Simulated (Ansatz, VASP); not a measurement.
One calculation of N, two programs

The input INCAR:

```
ALGO = Fast
EDIFF = 1E-6
ENCUT = 520
ISIF = 2
ISMEAR = 0
LASPH = T
LCHARG = F
LREAL = F
LWAVE = F
NBANDS = 18
NELM = 100
PREC = Accurate
SIGMA = 0.05
```

The input KPOINTS:

```
k-points
0
Gamma
  6 6 6
```

Contents of POSCAR:

```
N
1.0
    4.3994223922      0.0000000000      0.0000000000
    0.0000000000      4.3994223922      0.0000000000
    0.0000000000      0.0000000000      4.6069683823
N
4
Direct
    0.9042752000      0.9042752000      0.0000000000
    0.5957248000      0.4042752000      0.5000000000
    0.0957248000      0.0957248000      0.0000000000
    0.4042752000      0.5957248000      0.5000000000
```

Input for Ansatz:

```yaml
crystal:
  lattice:
    - [4.3994223922, 0.0, 0.0]
    - [0.0, 4.3994223922, 0.0]
    - [0.0, 0.0, 4.6069683823]
  atoms:
    - { symbol: "N", position: [0.9042752, 0.9042752, 0.0] }
    - { symbol: "N", position: [0.5957248, 0.4042752, 0.5] }
    - { symbol: "N", position: [0.0957248, 0.0957248, 0.0] }
    - { symbol: "N", position: [0.4042752, 0.5957248, 0.5] }
basis:
  ecutwfc: 420
kpoints:
  mp_grid: { grid: [6, 6, 6] }
hamiltonian:
  xc: lda
scf:
  occupations: { method: gaussian, width: 0.05 }
output:
  forces: true
  stress: true
  eigenvalues: true
```

Alike in both runs: task single point; functional LDA; k mesh 6 × 6 × 6; occupations gaussian, width 0.05 eV; no spin polarisation.

|  | VASP | Ansatz |
| --- | --- | --- |
| version | VASP 6.6.1 | Ansatz 0.2.0 |
| potentials or method | VASP PAW LDA potentials, release 64 (N) | scalar-relativistic, plane waves, PAW |
| plane-wave cutoff (eV) | 520 | 420 |
| valence electrons in the cell | 20 | 20 |

```tsv
	VASP	Ansatz	Ansatz less VASP
gap on the k mesh at the Fermi level (eV)	5.74	5.79	+0.048
least direct gap on the mesh (eV)	5.74	5.79	+0.048
pressure (GPa)	-14.3	-15.0	-0.67
largest component of the traceless stress (GPa)	13.81	14.60	+0.788
rms of the force components (eV/Å)	5.548	5.864	+0.3162
```

Atom by atom the forces differ by 0.316 eV/Å (rms over components).

Caveats: the standard files for N, O and F lose accuracy on very short bonds; forces of over 1 eV/Å show positions far from the minimum, so gaps and moduli don't describe the material at rest. A k mesh can miss the band edges.
